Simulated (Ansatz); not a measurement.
Something may be wrong with this Ansatz 0.2.0 calculation of Li.

Contents of input.yaml:

```yaml
crystal:
  lattice:
    - [1.5505, 0.8951815924, 7.5883]
    - [-1.5505, 0.8951815924, 7.5883]
    - [0.0, -1.7903631848, 7.5883]
  atoms:
    - { symbol: Li, position: [0.778, 0.778, 0.778] }
    - { symbol: Li, position: [0.222, 0.222, 0.222] }
    - { symbol: Li, position: [0.0, 0.0, 0.0] }
hamiltonian:
  xc: pbe
  pseudopotentials: { kind: nc }
kpoints:
  mp_grid: { grid: [10, 10, 10] }
scf:
  occupations: { method: fermi_dirac, width: 0.05 }
  max_iter: 100
output:
  forces: true
  stress: true
  eigenvalues: true
magnetization:
  spin_polarized: true
  spin_orbit: true
```

Potentials or basis: as the typed override names.

Launch:

```bash
$ ansatz run input.yaml --threads 2 --pin off --max-ram 5632MiB --backend cpu --events-out ev --progress --plain --runs-dir out
```

Output:

```text
Error: 2 input errors — fix all and re-run
  1. inconsistent input (magnetization.spin_orbit, magnetization.noncollinear): true requires noncollinear: true — spin–orbit coupling acts on 2-spinor wavefunctions; set both flags
  2. inconsistent input (magnetization.spin_orbit, hamiltonian.pseudopotentials.kind): true requires a fully-relativistic hamiltonian.pseudopotentials.kind (nc_fr or paw_fr), or kind: all_electron without datasets and azcp, which then solves Dirac's equation on LAPW. paw_fr resolves this project's PAW files (source: ansatz) by j as it reads them
```

Question: What happened, and what is wrong with the input?

Answer: The input was rejected before any iteration. The input holds a flaw that was put in on purpose: spin-orbit coupling on scalar files (magnetization = spin_polarized True, spin_orbit True; hamiltonian.pseudopotentials = kind nc).
